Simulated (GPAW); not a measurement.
# Si2Ni (Fm-3m) in GPAW: convergence with smearing width (eV)

Aim: find how far smearing width (eV) must go before the results for Si2Ni settle, at PBEsol. This setting moves, with any that are tied to it; all else stays.

Program: GPAW 26.7.0. These are calculated values, not measurements. Logs are shortened: lines on timing, memory, paths and dates and some standing lists are left out, and cuts for length are marked. The log counts tension as positive stress, the text compression.

### Step 1. Starting point

It takes space group Fm-3m (No. 225, cubic). The conventional cell has a = 5.406 Å, b = 5.406 Å, c = 5.406 Å, α = 90.00°, β = 90.00°, γ = 90.00°. Ni (site symmetry m-3m) has 8 Si at 2.34 Å as nearest neighbours. Si (site symmetry -43m) has 4 Ni at 2.34 Å as nearest neighbours.

### Step 2. With smearing width (eV) 0.5

The input, run.py:

```python
from ase.dft.bandgap import bandgap
from ase.io import read, write
from ase.units import GPa
from gpaw import GPAW, PW, setup_paths

setup_paths.insert(0, '.')

atoms = read('POSCAR')
atoms.set_initial_magnetic_moments([1.0, 0.0, 0.0])

calc = GPAW(mode=PW(600),
            xc='PBEsol',
            kpts={'size': (7, 7, 7), 'gamma': True},
            occupations={'name': 'methfessel-paxton', 'width': 0.5, 'order': 1},
            nbands=24,
            convergence={'density': 1e-05, 'energy': 1e-05},
            maxiter=100,
            txt='gpaw.txt')
atoms.calc = calc
energy = atoms.get_potential_energy()
forces = atoms.get_forces()
stress = atoms.get_stress()
calc.write('gs.gpw')
write('result.traj', atoms)
print(f'Energy: {energy:.6f} eV')
print('Forces (eV/A):')
print(forces.round(4))
print('Stress (GPa):', (stress / GPa).round(3))
print('Moments:', calc.get_magnetic_moments().round(3))
print('Fermi level:', round(calc.get_fermi_level(), 4), 'eV')
print(f'Gap: {bandgap(calc)[0]:.4f} eV, direct: {bandgap(calc, direct=True)[0]:.4f} eV')
```

The input, POSCAR:

```
Si2Ni
1.0
    0.0000000000      2.7030000000      2.7030000000
    2.7030000000      0.0000000000      2.7030000000
    2.7030000000      2.7030000000      0.0000000000
Ni Si
1 2
Direct
    0.0000000000      0.0000000000      0.0000000000
    0.7500000000      0.7500000000      0.7500000000
    0.2500000000      0.2500000000      0.2500000000
```

Potentials or basis: PAW data sets generated in the run's folder for this functional, pw.

On the command line:

```console
gpaw-setup -f PBEsol Ni Si
OMP_NUM_THREADS=1 python run.py
```

It took 37 s on 1 thread of Arm Neoverse V2, shared host; peak memory 0.18 GiB.

Results:

- Free energy: -20.7748 eV
- Pressure: -0.4 GPa
- Band gap on the k mesh: none (metal or under the smearing width)
- Net moment: 0.00 μB per cell

### Step 3. With smearing width (eV) 0.3

run.py: that of step 2 with these lines changed.

```diff
@@ -13,3 +13,3 @@
             kpts={'size': (7, 7, 7), 'gamma': True},
-            occupations={'name': 'methfessel-paxton', 'width': 0.5, 'order': 1},
+            occupations={'name': 'methfessel-paxton', 'width': 0.3, 'order': 1},
             nbands=24,
```

POSCAR is that of step 2.

Potentials or basis: PAW data sets generated in the run's folder for this functional, pw.

On the command line:

```console
gpaw-setup -f PBEsol Ni Si
OMP_NUM_THREADS=1 python run.py
```

Run time: 36 s. Hardware: 1 thread of Arm Neoverse V2, shared host; peak memory 0.18 GiB.

What came out:

```
Free energy            : -20.7811 eV
Pressure               : -0.4 GPa
Band gap on the k mesh : none (metal or under the smearing width)
Net moment             : 0.00 μB per cell
```

### Step 4. With smearing width (eV) 0.2

run.py: that of step 3 with these lines changed.

```diff
@@ -13,3 +13,3 @@
             kpts={'size': (7, 7, 7), 'gamma': True},
-            occupations={'name': 'methfessel-paxton', 'width': 0.3, 'order': 1},
+            occupations={'name': 'methfessel-paxton', 'width': 0.2, 'order': 1},
             nbands=24,
```

POSCAR is that of step 3.

On the command line:

```console
gpaw-setup -f PBEsol Ni Si
OMP_NUM_THREADS=1 python run.py
```

Wall time 36 s (1 thread of Arm Neoverse V2, shared host); peak memory 0.18 GiB.

It converged, with:

```yaml
Free_energy: -20.7811 eV
Pressure: -0.3 GPa
Band_gap_on_the_k_mesh: none (metal or under the smearing width)
Net_moment: 0.00 μB per cell
```

### Step 5. With smearing width (eV) 0.15

run.py: that of step 4 with these lines changed.

```diff
@@ -13,3 +13,3 @@
             kpts={'size': (7, 7, 7), 'gamma': True},
-            occupations={'name': 'methfessel-paxton', 'width': 0.2, 'order': 1},
+            occupations={'name': 'methfessel-paxton', 'width': 0.15, 'order': 1},
             nbands=24,
```

POSCAR is that of step 4.

On the command line:

```console
gpaw-setup -f PBEsol Ni Si
OMP_NUM_THREADS=1 python run.py
```

Wall time 37 s (1 thread of Arm Neoverse V2, shared host); peak memory 0.18 GiB.

It converged, with:

| Property | Result |
| --- | --- |
| Free energy | -20.7801 eV |
| Pressure | -0.3 GPa |
| Band gap on the k mesh | none (metal or under the smearing width) |
| Net moment | 0.00 μB per cell |

### Step 6. With smearing width (eV) 0.1

run.py: that of step 5 with these lines changed.

```diff
@@ -13,3 +13,3 @@
             kpts={'size': (7, 7, 7), 'gamma': True},
-            occupations={'name': 'methfessel-paxton', 'width': 0.15, 'order': 1},
+            occupations={'name': 'methfessel-paxton', 'width': 0.1, 'order': 1},
             nbands=24,
```

POSCAR is that of step 5.

Potentials or basis: PAW data sets generated in the run's folder for this functional, pw.

On the command line:

```console
gpaw-setup -f PBEsol Ni Si
OMP_NUM_THREADS=1 python run.py
```

It took 36 s on 1 thread of Arm Neoverse V2, shared host; peak memory 0.18 GiB.

It converged, with:

```yaml
Free_energy: -20.7789 eV
Pressure: -0.3 GPa
Band_gap_on_the_k_mesh: none (metal or under the smearing width)
Net_moment: 0.00 μB per cell
```

### Step 7. With smearing width (eV) 0.05

run.py: that of step 6 with these lines changed.

```diff
@@ -13,3 +13,3 @@
             kpts={'size': (7, 7, 7), 'gamma': True},
-            occupations={'name': 'methfessel-paxton', 'width': 0.1, 'order': 1},
+            occupations={'name': 'methfessel-paxton', 'width': 0.05, 'order': 1},
             nbands=24,
```

POSCAR is that of step 6.

On the command line:

```console
gpaw-setup -f PBEsol Ni Si
OMP_NUM_THREADS=1 python run.py
```

Run time: 41 s. Hardware: 1 thread of Arm Neoverse V2, shared host; peak memory 0.18 GiB.

It converged, with:

```yaml
Free_energy: -20.7780 eV
Pressure: -0.3 GPa
Band_gap_on_the_k_mesh: none (metal or under the smearing width)
Net_moment: 0.00 μB per cell
```

### Step 8. With smearing width (eV) 0.025

run.py: that of step 7 with these lines changed.

```diff
@@ -13,3 +13,3 @@
             kpts={'size': (7, 7, 7), 'gamma': True},
-            occupations={'name': 'methfessel-paxton', 'width': 0.05, 'order': 1},
+            occupations={'name': 'methfessel-paxton', 'width': 0.025, 'order': 1},
             nbands=24,
```

POSCAR is that of step 7.

On the command line:

```console
gpaw-setup -f PBEsol Ni Si
OMP_NUM_THREADS=1 python run.py
```

Run time: 40 s. Hardware: 1 thread of Arm Neoverse V2, shared host; peak memory 0.18 GiB.

It converged, with:

- Free energy: -20.7778 eV
- Pressure: -0.3 GPa
- Band gap on the k mesh: none (metal or under the smearing width)
- Net moment: 0.04 μB per cell
- Site moments: Ni +0.02; Si +0.00 μB

### Step 9. With smearing width (eV) 0.01

run.py: that of step 8 with these lines changed.

```diff
@@ -13,3 +13,3 @@
             kpts={'size': (7, 7, 7), 'gamma': True},
-            occupations={'name': 'methfessel-paxton', 'width': 0.025, 'order': 1},
+            occupations={'name': 'methfessel-paxton', 'width': 0.01, 'order': 1},
             nbands=24,
```

POSCAR is that of step 8.

Potentials or basis: PAW data sets generated in the run's folder for this functional, pw.

On the command line:

```console
gpaw-setup -f PBEsol Ni Si
OMP_NUM_THREADS=1 python run.py
```

gpaw.txt:

```text
__  _  _
 | _ |_)|_||  |
 |__||  | ||/\| - 26.7.0

Input parameters:
  mode=PW(ecut=600.0),
  convergence={'density': 1e-05, 'energy': 1e-05},
  kpts=MonkhorstPack(size=(7, 7, 7), gamma=True),
  maxiter=100,
  nbands=24,
  occupations=Occupations(name='methfessel-paxton', width=0.01, order=1),
  xc=XC(name='PBEsol')

Diagonalizing LCAO Hamiltonian
Converting LCAO to pw mode

                    Si

           Si

       Ni

Atoms  # Å, Bohr magnetons
|   | symbol |        x |        y |        z |    initial magnetic moments |
|---|--------|----------|----------|----------|-----------------------------|
| 0 |     Ni | 0.000000 | 0.000000 | 0.000000 | ( 0.0000,  0.0000,  1.0000) |
| 1 |     Si | 4.054500 | 4.054500 | 4.054500 | ( 0.0000,  0.0000,  0.0000) |
| 2 |     Si | 1.351500 | 1.351500 | 1.351500 | ( 0.0000,  0.0000,  0.0000) |

Unit cell  # Å
| periodic |        x |        y |        z |  lengths |    angles |
|----------|----------|----------|----------|----------|-----------|
|      yes | 0.000000 | 2.703000 | 2.703000 | 3.822619 | 60.000000 |
|      yes | 2.703000 | 0.000000 | 2.703000 | 3.822619 | 60.000000 |
|      yes | 2.703000 | 2.703000 | 0.000000 | 3.822619 | 60.000000 |

Number of symmetries: 48
Symmetry operations  # r_c * U_cc + t_c -> r_c
|    | kind |            matrix            |
|----|------|------------------------------|
|  0 |  σ   |  1, 0, 0,  1, 0,-1,  1,-1, 0 |
|  1 |  C2  |  1, 0, 0,  1,-1, 0,  1, 0,-1 |
|  2 |  E   |  1, 0, 0,  0, 1, 0,  0, 0, 1 |
|  3 |  σ   |  1, 0, 0,  0, 0, 1,  0, 1, 0 |
|  4 |  C4  |  1, 0,-1,  1, 0, 0,  1,-1, 0 |
|  5 |  S6  |  1, 0,-1,  1,-1, 0,  1, 0, 0 |
|  6 |  σ   |  1, 0,-1,  0, 1,-1,  0, 0,-1 |
|  7 |  C3  |  1, 0,-1,  0, 0,-1,  0, 1,-1 |
|  8 |  S6  |  1,-1, 0,  1, 0, 0,  1, 0,-1 |
|  9 |  C4  |  1,-1, 0,  1, 0,-1,  1, 0, 0 |
| 10 |  C3  |  1,-1, 0,  0,-1, 1,  0,-1, 0 |
| 11 |  σ   |  1,-1, 0,  0,-1, 0,  0,-1, 1 |
| 12 |  σ   |  0, 1, 0,  1, 0, 0,  0, 0, 1 |
| 13 |  C4  |  0, 1, 0,  0, 1,-1, -1, 1, 0 |
| 14 |  C3  |  0, 1, 0,  0, 0, 1,  1, 0, 0 |
| 15 |  S6  |  0, 1, 0, -1, 1, 0,  0, 1,-1 |
| 16 |  C2  |  0, 1,-1,  1, 0,-1,  0, 0,-1 |
| 17 |  σ   |  0, 1,-1,  0, 1, 0, -1, 1, 0 |
| 18 |  S4  |  0, 1,-1,  0, 0,-1,  1, 0,-1 |
| 19 |  C4  |  0, 1,-1, -1, 1, 0,  0, 1, 0 |
| 20 |  C3  |  0, 0, 1,  1, 0, 0,  0, 1, 0 |
| 21 |  σ   |  0, 0, 1,  0, 1, 0,  1, 0, 0 |
| 22 |  S6  |  0, 0, 1,  0,-1, 1, -1, 0, 1 |
| 23 |  C4  |  0, 0, 1, -1, 0, 1,  0,-1, 1 |
| 24 |  S4  |  0, 0,-1,  1, 0,-1,  0, 1,-1 |
| 25 |  C3  |  0, 0,-1,  0, 1,-1,  1, 0,-1 |
| 26 |  C2  |  0, 0,-1,  0,-1, 0, -1, 0, 0 |
| 27 |  S6  |  0, 0,-1, -1, 0, 0,  0,-1, 0 |
| 28 |  S4  |  0,-1, 1,  1,-1, 0,  0,-1, 0 |
| 29 |  C4  |  0,-1, 1,  0, 0, 1, -1, 0, 1 |
| 30 |  C2  |  0,-1, 1,  0,-1, 0,  1,-1, 0 |
| 31 |  σ   |  0,-1, 1, -1, 0, 1,  0, 0, 1 |
| 32 |  C3  |  0,-1, 0,  1,-1, 0,  0,-1, 1 |
| 33 |  S6  |  0,-1, 0,  0, 0,-1, -1, 0, 0 |
| 34 |  S4  |  0,-1, 0,  0,-1, 1,  1,-1, 0 |
| 35 |  C2  |  0,-1, 0, -1, 0, 0,  0, 0,-1 |
| 36 |  C2  | -1, 1, 0,  0, 1, 0,  0, 1,-1 |
| 37 |  S6  | -1, 1, 0,  0, 1,-1,  0, 1, 0 |
| 38 |  S4  | -1, 1, 0, -1, 0, 1, -1, 0, 0 |
| 39 |  C3  | -1, 1, 0, -1, 0, 0, -1, 0, 1 |
[... 107 lines left out ...]
eigensolver:
  PPCG
  Converge bands: occupied
  niter=2

density mixing:
  MSR1-Mixer
  Pratt-step length: 0.05
  Maximum mixing coefficient: 0.75
  Old densities: 10
  SVD Regularization: 0.005
  Good broyden scale: 1.0
  Trust region scale: 1.0
  Backstep threshold: 4.0
  History deletion threshold: 6.0
  Fourier metric: weight=20.0, sigma=0.015

occupation numbers:
  Methfessel-Paxton:
    width: 0.0100  # eV
    order: 1

poisson solver:
  ecut: 4800.0  # eV

xc functional:
  name: PBEsol with 2 nearest neighbor stencil

convergence criteria:
- Maximum integral of absolute [dens]ity change: 1e-05 electrons / valence electron
- Maximum [total energy] change in last 3 cyles: 1e-05 eV / valence electron
- Maximum integral of absolute [eigenst]ate change: 4e-08 eV^2 / valence electron
maximum number of iterations: 100

SCF iterations
|iter     | |      energy | eigst |  dens |  magmom |
|---------|-|-------------|-------|-------|---------|
|iter:   1| |  -21.230295 | +0.51 |       |  +1.0014|
|iter:   2| |  -20.981665 | -1.95 | -0.92 |  +0.9563|
|iter:   3| |  -20.750882 | -1.92 | -0.97 |  +0.6502|
|iter:   4| |  -20.764754 | -2.52 | -1.23 |  +0.2461|
|iter:   5| |  -20.773444 | -3.43 | -1.76 |  +0.1462|
|iter:   6| |  -20.776917 | -3.95 | -2.08 |  +0.0848|
|iter:   7| |  -20.776990 | -5.32 | -2.60 |  +0.0923|
|iter:   8| |  -20.777148c| -5.58 | -2.91 |  +0.0921|
|iter:   9| |  -20.777228c| -7.06 | -2.78 |  +0.0873|
|iter:  10| |  -20.777048c| -6.20 | -2.70 |  +0.1050|
|iter:  11| |  -20.777028c| -6.54 | -2.93 |  +0.1157|
|iter:  12| |  -20.777001c| -6.52 | -3.16 |  +0.1254|
|iter:  13| |  -20.776679 | -5.86 | -3.08 |  +0.1518|
|iter:  14| |  -20.777086 | -5.30 | -2.68 |  +0.0955|
|iter:  15| |  -20.777368 | -6.01 | -2.90 |  +0.0767|
|iter:  16| |  -20.777683 | -5.34 | -2.72 |  +0.0223|
|iter:  17| |  -20.777569 | -5.68 | -3.09 |  +0.0605|
|iter:  18| |  -20.777689c| -6.07 | -2.95 |  +0.0391|
|iter:  19| |  -20.777694c| -7.13 | -3.74 |  +0.0341|
|iter:  20| |  -20.777693c| -8.34c| -4.23 |  +0.0357|
|iter:  21| |  -20.777693c| -9.11c| -4.68 |  +0.0351|
|iter:  22| |  -20.777693c| -8.15c| -5.07c|  +0.0353|

Converged in 22 steps
Energy contributions relative to reference atoms: (reference = -57075.982251)

Energy contributions:
  Kinetic:          13.086719
  Coulomb:          -8.173643
  Zero:              0.028537
  External:          0.000000
  Xc:              -25.719244
  Entropy:          -0.000095
  Spinorbit:         0.000000
  ----------------------------
  Free energy:     -20.777725
  Extrapolated:    -20.777693

dipole moment: (-11.224703, -11.224703, -11.224703)  # |e|*Ang

Total magnetic moment: (0.000000, 0.000000, 0.035327)

Local magnetic moments
|        x |        y |        z |
|----------|----------|----------|
| 0.000000 | 0.000000 | 0.023238 |  # Ni   0
| 0.000000 | 0.000000 | 0.004192 |  # Si   1
| 0.000000 | 0.000000 | 0.004192 |  # Si   2

Fermi level: 9.606
Eigenvalues  # (at kpt = [0.000, 0.000, 0.000])
| band index |      eig [eV] | occ [0-1] |      eig [eV] | occ [0-1] |
|------------|---------------|-----------|---------------|-----------|
|          0 |       -55.321 |     1.000 |       -55.292 |     1.000 |
|        ... |               |           |               |           |
|          2 |       -55.321 |     1.000 |       -55.292 |     1.000 |
|          3 |        -4.296 |     1.000 |        -4.290 |     1.000 |
|          4 |         4.358 |     1.000 |         4.376 |     1.000 |
|          5 |         4.358 |     1.000 |         4.376 |     1.000 |
|          6 |         4.358 |     1.000 |         4.376 |     1.000 |
|          7 |         6.048 |     1.000 |         6.064 |     1.000 |
[... 8 lines left out ...]
|         16 |        14.281 |     0.000 |        14.291 |     0.000 |
|         17 |        14.281 |     0.000 |        14.291 |     0.000 |
|        ... |               |           |               |           |
|         23 |        30.539 |     0.000 |        30.549 |     0.000 |

No gap
No difference between direct/indirect transitions

Forces  # eV/Ang
|        x |        y |        z |
|----------|----------|----------|
|  0.00000 | -0.00000 | -0.00000 |  # Ni   0
| -0.00000 |  0.00000 |  0.00000 |  # Si   1
|  0.00000 |  0.00000 |  0.00000 |  # Si   2

Stress tensor  # eV/Ang^3
|        x |        y |        z |
|----------|----------|----------|
| 0.002015 | 0.000000 | 0.000000 |
| 0.000000 | 0.002015 | 0.000000 |
| 0.000000 | 0.000000 | 0.002015 |

# Writing to gs.gpw (mode='')
```

stdout:

```text
Energy: -20.777693 eV
Forces (eV/A):
[[ 0. -0. -0.]
 [-0.  0.  0.]
 [ 0.  0.  0.]]
Stress (GPa): [0.323 0.323 0.323 0.    0.    0.   ]
Moments: [0.023 0.004 0.004]
Fermi level: 9.6063 eV
Gap: 0.0000 eV, direct: 0.0000 eV
```

Wall time 65 s (1 thread of Arm Neoverse V2, shared host); peak memory 0.18 GiB.

Results:

* Free energy: -20.7777 eV
* Pressure: -0.3 GPa
* Band gap on the k mesh: none (metal or under the smearing width)
* Net moment: 0.04 μB per cell
* Site moments: Ni +0.02; Si +0.00 μB

### Step 10. Result

| smearing width (eV) | energy less the tightest run, at zero smearing (meV/atom) | pressure (GPa) | largest site moment (μB) | SCF cycles | CPU time (s) | peak memory (GiB) |
| --- | --- | --- | --- | --- | --- | --- |
| 0.5 | -1.22 | -0.40 | 0.00 | 12 | 37 | 0.18 |
| 0.3 | -1.62 | -0.35 | 0.00 | 12 | 36 | 0.18 |
| 0.2 | -0.82 | -0.30 | 0.00 | 12 | 36 | 0.18 |
| 0.15 | -0.40 | -0.31 | 0.00 | 12 | 37 | 0.18 |
| 0.1 | -0.16 | -0.31 | 0.00 | 12 | 36 | 0.18 |
| 0.05 | -0.06 | -0.32 | 0.00 | 13 | 41 | 0.18 |
| 0.025 | -0.03 | -0.32 | 0.02 | 13 | 40 | 0.18 |
| 0.01 | 0.00 | -0.32 | 0.02 | 22 | 65 | 0.18 |

Against the tightest run, the energy stays within 1 meV/atom from 0.2 on; the pressure stays within 0.1 GPa from 0.5 on; the largest site moment stays within 0.02 μB from 0.025 on. Narrower smearing needs a denser k mesh, so at a fixed mesh the narrowest width isn't the most accurate. The tightest run that finished is the yardstick and may itself not be fully converged.

Caveats: the stock nickel data set gives pressures a few GPa off other programs; this smearing can pin the Fermi level at a band edge.
